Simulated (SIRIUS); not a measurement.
# BAs (F-43m) in SIRIUS: notebook, part 7 of 8

SIRIUS 7.12.0. The steps go on from the part before.

### Step 13. Equation of state, PBE, 13.35 Å³/atom (volume scaled by 0.98)

Input file sirius.json:

```json
{
  "control": {
    "processing_unit": "cpu",
    "std_evp_solver_name": "lapack",
    "gen_evp_solver_name": "lapack",
    "verbosity": 2,
    "print_forces": false,
    "ortho_rf": true,
    "use_second_variation": true,
    "rmt_max": 3.0,
    "num_bands_to_print": 21,
    "save_wf": true
  },
  "parameters": {
    "electronic_structure_method": "full_potential_lapwlo",
    "xc_functionals": ["XC_GGA_X_PBE", "XC_GGA_C_PBE"],
    "core_relativity": "dirac",
    "valence_relativity": "iora",
    "num_fv_states": 21,
    "smearing": "fermi_dirac",
    "smearing_width": 0.0018374661,
    "pw_cutoff": 21,
    "gk_cutoff": 4.09,
    "lmax_apw": 10,
    "lmax_rho": 8,
    "lmax_pot": 8,
    "num_mag_dims": 0,
    "auto_rmt": 0,
    "ngridk": [10, 10, 10],
    "shiftk": [0, 0, 0],
    "num_dft_iter": 80,
    "energy_tol": 1e-07,
    "density_tol": 1e-05,
    "use_symmetry": true
  },
  "settings": {"tol_ne": 1e-10},
  "iterative_solver": {"type": "exact"},
  "mixer": {"type": "anderson", "beta": 0.5, "max_history": 8},
  "unit_cell": {
    "lattice_vectors": [[0.0, 4.4833172456, 4.4833172456], [4.4833172456, 0.0, 4.4833172456], [4.4833172456, 4.4833172456, 0.0]],
    "atom_types": ["As", "B"],
    "atom_files": {"As": "As.json", "B": "B.json"},
    "atoms": {"As": [[0.75, 0.75, 0.75]], "B": [[0.0, 0.0, 0.0]]}
  }
}
```

Input file As.json:

```json
{
  "name": "arsenic",
  "symbol": "As",
  "number": 33,
  "mass": 74.9216,
  "rmin": 1e-06,
  "rmt": 2.18,
  "nrmt": 800,
  "rinf": 15.07,
  "core": "1s2s2p",
  "valence": [
    {"basis": [{"enu": 0.1, "dme": 0, "n": 0, "auto": 0}, {"enu": 0.1, "dme": 1, "n": 0, "auto": 0}]},
    {"l": 0, "n": 1, "basis": [{"enu": 0.0786, "dme": 0, "n": 0, "auto": 0}]},
    {"l": 1, "n": 2, "basis": [{"enu": 0.2, "dme": 0, "n": 0, "auto": 0}]},
    {"l": 2, "n": 3, "basis": [{"enu": 0.2, "dme": 0, "n": 0, "auto": 0}]},
    {"l": 3, "n": 4, "basis": [{"enu": 0.2, "dme": 0, "n": 0, "auto": 0}]}
  ],
  "lo": [
    {
      "l": 0,
      "basis": [{"enu": 0.0786, "dme": 0, "n": 0, "auto": 0}, {"enu": 0.0786, "dme": 1, "n": 0, "auto": 0}]
    },
    {
      "l": 0,
      "basis": [{"enu": 0.0786, "dme": 1, "n": 0, "auto": 0}, {"enu": 0.0786, "dme": 2, "n": 0, "auto": 0}]
    },
    {
      "l": 0,
      "basis": [{"enu": -6.5508, "dme": 0, "n": 3, "auto": 1}, {"enu": -6.5508, "dme": 1, "n": 3, "auto": 1}]
    },
    {
      "l": 0,
      "basis": [{"enu": 0.0786, "dme": 0, "n": 0, "auto": 0}, {"enu": 2.6036, "dme": 0, "n": 0, "auto": 0}]
    },
    {"l": 1, "basis": [{"enu": 0.2, "dme": 0, "n": 0, "auto": 0}, {"enu": 0.2, "dme": 1, "n": 0, "auto": 0}]},
    {
      "l": 1,
      "basis": [{"enu": -4.5009, "dme": 0, "n": 3, "auto": 1}, {"enu": -4.5009, "dme": 1, "n": 3, "auto": 1}]
    },
    {"l": 1, "basis": [{"enu": -4.5009, "dme": 1, "n": 3, "auto": 1}, {"enu": 0.2, "dme": 0, "n": 0, "auto": 0}]},
    {"l": 1, "basis": [{"enu": 0.2, "dme": 0, "n": 0, "auto": 0}, {"enu": 4.0717, "dme": 0, "n": 0, "auto": 0}]},
    {"l": 2, "basis": [{"enu": 0.2, "dme": 0, "n": 0, "auto": 0}, {"enu": 0.2, "dme": 1, "n": 0, "auto": 0}]},
    {
      "l": 2,
      "basis": [{"enu": -1.1085, "dme": 0, "n": 3, "auto": 1}, {"enu": -1.1085, "dme": 1, "n": 3, "auto": 1}]
    },
    {"l": 2, "basis": [{"enu": -1.1085, "dme": 1, "n": 3, "auto": 1}, {"enu": 0.2, "dme": 0, "n": 0, "auto": 0}]},
    {"l": 2, "basis": [{"enu": 0.2, "dme": 0, "n": 0, "auto": 0}, {"enu": 4.5767, "dme": 0, "n": 0, "auto": 0}]},
    {"l": 3, "basis": [{"enu": 0.2, "dme": 0, "n": 0, "auto": 0}, {"enu": 0.2, "dme": 1, "n": 0, "auto": 0}]},
    {"l": 3, "basis": [{"enu": 0.2, "dme": 0, "n": 0, "auto": 0}, {"enu": 3.8613, "dme": 0, "n": 0, "auto": 0}]}
  ],
  "free_atom": [... radial grid and density of the free atom, the start of the SCF ...]
}
```

Input file B.json:

```json
{
  "name": "boron",
  "symbol": "B",
  "number": 5,
  "mass": 10.811,
  "rmin": 1e-06,
  "rmt": 1.59,
  "nrmt": 800,
  "rinf": 17.81,
  "core": "",
  "valence": [
    {"basis": [{"enu": 0.1, "dme": 0, "n": 0, "auto": 0}, {"enu": 0.1, "dme": 1, "n": 0, "auto": 0}]},
    {"l": 0, "n": 1, "basis": [{"enu": 0.1459, "dme": 0, "n": 0, "auto": 0}]},
    {"l": 1, "n": 2, "basis": [{"enu": 0.2, "dme": 0, "n": 0, "auto": 0}]},
    {"l": 2, "n": 3, "basis": [{"enu": 0.2, "dme": 0, "n": 0, "auto": 0}]},
    {"l": 3, "n": 4, "basis": [{"enu": 0.2, "dme": 0, "n": 0, "auto": 0}]}
  ],
  "lo": [
    {
      "l": 0,
      "basis": [{"enu": 0.1459, "dme": 0, "n": 0, "auto": 0}, {"enu": 0.1459, "dme": 1, "n": 0, "auto": 0}]
    },
    {
      "l": 0,
      "basis": [{"enu": 0.1459, "dme": 1, "n": 0, "auto": 0}, {"enu": 0.1459, "dme": 2, "n": 0, "auto": 0}]
    },
    {
      "l": 0,
      "basis": [{"enu": -6.2264, "dme": 0, "n": 1, "auto": 1}, {"enu": -6.2264, "dme": 1, "n": 1, "auto": 1}]
    },
    {
      "l": 0,
      "basis": [{"enu": 0.1459, "dme": 0, "n": 0, "auto": 0}, {"enu": 4.8925, "dme": 0, "n": 0, "auto": 0}]
    },
    {"l": 1, "basis": [{"enu": 0.2, "dme": 0, "n": 0, "auto": 0}, {"enu": 0.2, "dme": 1, "n": 0, "auto": 0}]},
    {"l": 1, "basis": [{"enu": 0.2, "dme": 1, "n": 0, "auto": 0}, {"enu": 0.2, "dme": 2, "n": 0, "auto": 0}]},
    {"l": 1, "basis": [{"enu": 0.2, "dme": 0, "n": 0, "auto": 0}, {"enu": 5.6586, "dme": 0, "n": 0, "auto": 0}]},
    {"l": 2, "basis": [{"enu": 0.2, "dme": 0, "n": 0, "auto": 0}, {"enu": 0.2, "dme": 1, "n": 0, "auto": 0}]},
    {"l": 2, "basis": [{"enu": 0.2, "dme": 1, "n": 0, "auto": 0}, {"enu": 0.2, "dme": 2, "n": 0, "auto": 0}]},
    {"l": 2, "basis": [{"enu": 0.2, "dme": 0, "n": 0, "auto": 0}, {"enu": 6.3706, "dme": 0, "n": 0, "auto": 0}]},
    {"l": 3, "basis": [{"enu": 0.2, "dme": 0, "n": 0, "auto": 0}, {"enu": 0.2, "dme": 1, "n": 0, "auto": 0}]}
  ],
  "free_atom": [... radial grid and density of the free atom, the start of the SCF ...]
}
```

Input file sirius_start.json:

```json
{
  "control": {
    "processing_unit": "cpu",
    "std_evp_solver_name": "lapack",
    "gen_evp_solver_name": "lapack",
    "verbosity": 1,
    "print_forces": false,
    "ortho_rf": true,
    "use_second_variation": true,
    "rmt_max": 3.0,
    "num_bands_to_print": 21,
    "save_wf": false
  },
  "parameters": {
    "electronic_structure_method": "full_potential_lapwlo",
    "xc_functionals": ["XC_LDA_X", "XC_LDA_C_PW"],
    "core_relativity": "dirac",
    "valence_relativity": "iora",
    "num_fv_states": 21,
    "smearing": "fermi_dirac",
    "smearing_width": 0.0055123983,
    "pw_cutoff": 21,
    "gk_cutoff": 3.27,
    "lmax_apw": 10,
    "lmax_rho": 8,
    "lmax_pot": 8,
    "num_mag_dims": 0,
    "auto_rmt": 0,
    "ngridk": [4, 4, 4],
    "shiftk": [0, 0, 0],
    "num_dft_iter": 30,
    "energy_tol": 0.01,
    "density_tol": 0.05,
    "use_symmetry": true
  },
  "settings": {"tol_ne": 1e-10},
  "iterative_solver": {"type": "exact"},
  "mixer": {"type": "anderson", "beta": 0.5, "max_history": 8},
  "unit_cell": {
    "lattice_vectors": [[0.0, 4.4833172456, 4.4833172456], [4.4833172456, 0.0, 4.4833172456], [4.4833172456, 4.4833172456, 0.0]],
    "atom_types": ["As", "B"],
    "atom_files": {"As": "As.json", "B": "B.json"},
    "atoms": {"As": [[0.75, 0.75, 0.75]], "B": [[0.0, 0.0, 0.0]]}
  }
}
```

Command:

```console
OMP_NUM_THREADS=1 sirius.scf --input=sirius_start.json --output=start.json
OMP_NUM_THREADS=1 sirius.scf --input=sirius.json --output=output.json --task=1
```

Run time: 38 s. Hardware: 1 thread of Arm Neoverse V2, shared host; peak memory 0.44 GiB.

Results (log left out):

| Item | Value |
| --- | --- |
| Free energy | -62203.4056 eV |
| Band gap on the k mesh | 1.16 eV, indirect (least direct gap 3.31 eV) |
| All electrons inside the program's atomic spheres | As 31.09; B 3.49 (radii As 2.18, B 1.59 bohr) |

### Step 14. Equation of state, PBE, 13.90 Å³/atom (volume scaled by 1.02)

sirius.json: that of step 13 with these lines changed.

```diff
@@ -39,3 +39,3 @@
   "unit_cell": {
-    "lattice_vectors": [[0.0, 4.4833172456, 4.4833172456], [4.4833172456, 0.0, 4.4833172456], [4.4833172456, 4.4833172456, 0.0]],
+    "lattice_vectors": [[0.0, 4.5435031824, 4.5435031824], [4.5435031824, 0.0, 4.5435031824], [4.5435031824, 4.5435031824, 0.0]],
     "atom_types": ["As", "B"],
```

Input file As.json:

```json
{
  "name": "arsenic",
  "symbol": "As",
  "number": 33,
  "mass": 74.9216,
  "rmin": 1e-06,
  "rmt": 2.18,
  "nrmt": 800,
  "rinf": 15.07,
  "core": "1s2s2p",
  "valence": [
    {"basis": [{"enu": 0.08, "dme": 0, "n": 0, "auto": 0}, {"enu": 0.08, "dme": 1, "n": 0, "auto": 0}]},
    {"l": 0, "n": 1, "basis": [{"enu": 0.0586, "dme": 0, "n": 0, "auto": 0}]},
    {"l": 1, "n": 2, "basis": [{"enu": 0.18, "dme": 0, "n": 0, "auto": 0}]},
    {"l": 2, "n": 3, "basis": [{"enu": 0.18, "dme": 0, "n": 0, "auto": 0}]},
    {"l": 3, "n": 4, "basis": [{"enu": 0.18, "dme": 0, "n": 0, "auto": 0}]}
  ],
  "lo": [
    {
      "l": 0,
      "basis": [{"enu": 0.0586, "dme": 0, "n": 0, "auto": 0}, {"enu": 0.0586, "dme": 1, "n": 0, "auto": 0}]
    },
    {
      "l": 0,
      "basis": [{"enu": 0.0586, "dme": 1, "n": 0, "auto": 0}, {"enu": 0.0586, "dme": 2, "n": 0, "auto": 0}]
    },
    {
      "l": 0,
      "basis": [{"enu": -6.5708, "dme": 0, "n": 3, "auto": 1}, {"enu": -6.5708, "dme": 1, "n": 3, "auto": 1}]
    },
    {
      "l": 0,
      "basis": [{"enu": 0.0586, "dme": 0, "n": 0, "auto": 0}, {"enu": 2.5836, "dme": 0, "n": 0, "auto": 0}]
    },
    {"l": 1, "basis": [{"enu": 0.18, "dme": 0, "n": 0, "auto": 0}, {"enu": 0.18, "dme": 1, "n": 0, "auto": 0}]},
    {
      "l": 1,
      "basis": [{"enu": -4.5209, "dme": 0, "n": 3, "auto": 1}, {"enu": -4.5209, "dme": 1, "n": 3, "auto": 1}]
    },
    {
      "l": 1,
      "basis": [{"enu": -4.5209, "dme": 1, "n": 3, "auto": 1}, {"enu": 0.18, "dme": 0, "n": 0, "auto": 0}]
    },
    {"l": 1, "basis": [{"enu": 0.18, "dme": 0, "n": 0, "auto": 0}, {"enu": 4.0517, "dme": 0, "n": 0, "auto": 0}]},
    {"l": 2, "basis": [{"enu": 0.18, "dme": 0, "n": 0, "auto": 0}, {"enu": 0.18, "dme": 1, "n": 0, "auto": 0}]},
    {
      "l": 2,
      "basis": [{"enu": -1.1285, "dme": 0, "n": 3, "auto": 1}, {"enu": -1.1285, "dme": 1, "n": 3, "auto": 1}]
    },
    {
      "l": 2,
      "basis": [{"enu": -1.1285, "dme": 1, "n": 3, "auto": 1}, {"enu": 0.18, "dme": 0, "n": 0, "auto": 0}]
    },
    {"l": 2, "basis": [{"enu": 0.18, "dme": 0, "n": 0, "auto": 0}, {"enu": 4.5567, "dme": 0, "n": 0, "auto": 0}]},
    {"l": 3, "basis": [{"enu": 0.18, "dme": 0, "n": 0, "auto": 0}, {"enu": 0.18, "dme": 1, "n": 0, "auto": 0}]},
    {"l": 3, "basis": [{"enu": 0.18, "dme": 0, "n": 0, "auto": 0}, {"enu": 3.8413, "dme": 0, "n": 0, "auto": 0}]}
  ],
  "free_atom": [... radial grid and density of the free atom, the start of the SCF ...]
}
```

Input file B.json:

```json
{
  "name": "boron",
  "symbol": "B",
  "number": 5,
  "mass": 10.811,
  "rmin": 1e-06,
  "rmt": 1.59,
  "nrmt": 800,
  "rinf": 17.81,
  "core": "",
  "valence": [
    {"basis": [{"enu": 0.08, "dme": 0, "n": 0, "auto": 0}, {"enu": 0.08, "dme": 1, "n": 0, "auto": 0}]},
    {"l": 0, "n": 1, "basis": [{"enu": 0.1259, "dme": 0, "n": 0, "auto": 0}]},
    {"l": 1, "n": 2, "basis": [{"enu": 0.18, "dme": 0, "n": 0, "auto": 0}]},
    {"l": 2, "n": 3, "basis": [{"enu": 0.18, "dme": 0, "n": 0, "auto": 0}]},
    {"l": 3, "n": 4, "basis": [{"enu": 0.18, "dme": 0, "n": 0, "auto": 0}]}
  ],
  "lo": [
    {
      "l": 0,
      "basis": [{"enu": 0.1259, "dme": 0, "n": 0, "auto": 0}, {"enu": 0.1259, "dme": 1, "n": 0, "auto": 0}]
    },
    {
      "l": 0,
      "basis": [{"enu": 0.1259, "dme": 1, "n": 0, "auto": 0}, {"enu": 0.1259, "dme": 2, "n": 0, "auto": 0}]
    },
    {
      "l": 0,
      "basis": [{"enu": -6.2464, "dme": 0, "n": 1, "auto": 1}, {"enu": -6.2464, "dme": 1, "n": 1, "auto": 1}]
    },
    {
      "l": 0,
      "basis": [{"enu": 0.1259, "dme": 0, "n": 0, "auto": 0}, {"enu": 4.8725, "dme": 0, "n": 0, "auto": 0}]
    },
    {"l": 1, "basis": [{"enu": 0.18, "dme": 0, "n": 0, "auto": 0}, {"enu": 0.18, "dme": 1, "n": 0, "auto": 0}]},
    {"l": 1, "basis": [{"enu": 0.18, "dme": 1, "n": 0, "auto": 0}, {"enu": 0.18, "dme": 2, "n": 0, "auto": 0}]},
    {"l": 1, "basis": [{"enu": 0.18, "dme": 0, "n": 0, "auto": 0}, {"enu": 5.6386, "dme": 0, "n": 0, "auto": 0}]},
    {"l": 2, "basis": [{"enu": 0.18, "dme": 0, "n": 0, "auto": 0}, {"enu": 0.18, "dme": 1, "n": 0, "auto": 0}]},
    {"l": 2, "basis": [{"enu": 0.18, "dme": 1, "n": 0, "auto": 0}, {"enu": 0.18, "dme": 2, "n": 0, "auto": 0}]},
    {"l": 2, "basis": [{"enu": 0.18, "dme": 0, "n": 0, "auto": 0}, {"enu": 6.3506, "dme": 0, "n": 0, "auto": 0}]},
    {"l": 3, "basis": [{"enu": 0.18, "dme": 0, "n": 0, "auto": 0}, {"enu": 0.18, "dme": 1, "n": 0, "auto": 0}]}
  ],
  "free_atom": [... radial grid and density of the free atom, the start of the SCF ...]
}
```

sirius_start.json: that of step 13 with these lines changed.

```diff
@@ -39,3 +39,3 @@
   "unit_cell": {
-    "lattice_vectors": [[0.0, 4.4833172456, 4.4833172456], [4.4833172456, 0.0, 4.4833172456], [4.4833172456, 4.4833172456, 0.0]],
+    "lattice_vectors": [[0.0, 4.5435031824, 4.5435031824], [4.5435031824, 0.0, 4.5435031824], [4.5435031824, 4.5435031824, 0.0]],
     "atom_types": ["As", "B"],
```

Command:

```console
OMP_NUM_THREADS=1 sirius.scf --input=sirius_start.json --output=start.json
OMP_NUM_THREADS=1 sirius.scf --input=sirius.json --output=output.json --task=1
```

Wall time 40 s (1 thread of Arm Neoverse V2, shared host); peak memory 0.44 GiB.

Results (log left out):

```
Free energy                                       : -62203.4246 eV
Band gap on the k mesh                            : 1.20 eV, indirect (least direct gap 3.26 eV)
All electrons inside the program's atomic spheres : As 31.04; B 3.46 (radii As 2.18, B 1.59 bohr)
```

(Part 7 of 8 ends here.)
